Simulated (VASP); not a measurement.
Set up this calculation in VASP 6.6.1, as the native input.

```
Task                   : relaxation of cell and atoms
Functional             : PBE
Potentials or basis    : VASP PAW PBE potentials, release 64 (Pt)
Cutoff                 : 350 eV
k mesh                 : 18 × 18 × 18
Occupations            : gaussian, width 0.1 eV
Spin                   : no spin polarisation
Further INCAR settings : ALGO = Normal; EDIFF = 1e-07; IBRION = 2; EDIFFG = -0.002; NSW = 80; ISIF = 3
```

The structure of Pt lies in POSCAR:

```
Pt
1.0
    0.0000000000      1.9609000000      1.9609000000
    1.9609000000      0.0000000000      1.9609000000
    1.9609000000      1.9609000000      0.0000000000
Pt
1
Direct
    0.0000000000      0.0000000000      0.0000000000
```

One way to write it, as run:

INCAR

```
PREC     = Accurate       # precision mode
ENCUT    = 350            # plane-wave cutoff, eV
EDIFF    = 1E-7           # SCF threshold, eV
ISMEAR   = 0              # smearing method
SIGMA    = 0.1            # smearing width, eV
LREAL    = False          # projectors in reciprocal space
LASPH    = True           # aspherical terms in the spheres
NELM     = 80             # most SCF steps
ALGO     = Normal         # electronic algorithm
ISIF     = 3              # what is computed and relaxed
LWAVE    = False          # write WAVECAR
LCHARG   = False          # write CHGCAR
GGA      = PE             # functional
IBRION   = 2              # ionic algorithm
NSW      = 80             # ionic steps
EDIFFG   = -0.002         # ionic threshold
```

KPOINTS

```
regular mesh
0
Gamma
  18 18 18
```

Potentials or basis: VASP PAW PBE potentials, release 64 (Pt).

Launch:

```console
$ cat potpaw_PBE.64/Pt/POTCAR > POTCAR
$ mpirun -np 1 vasp_std > vasp.out
```

It gave:

```yaml
Relaxed_volume: 15.57 Å³/atom
Relaxed_cell: a = 2.803 Å, b = 2.803 Å, c = 2.803 Å, α = 60.00°, β = 60.00°, γ = 60.00°
Space_group_after_relaxing_to_0.05_Å: Fm-3m (No. 225)
Energy_gained_by_relaxing: 12.9 meV/atom
Ionic_steps: 4
Pressure_after_relaxing: 0.0 GPa
Band_gap_on_the_k_mesh: none (metal or under the smearing width)
```

Wall time 20 s on 1 thread of Intel(R) Xeon(R) 6975P-C (Granite Rapids) (shared host), peak memory 0.13 GiB.
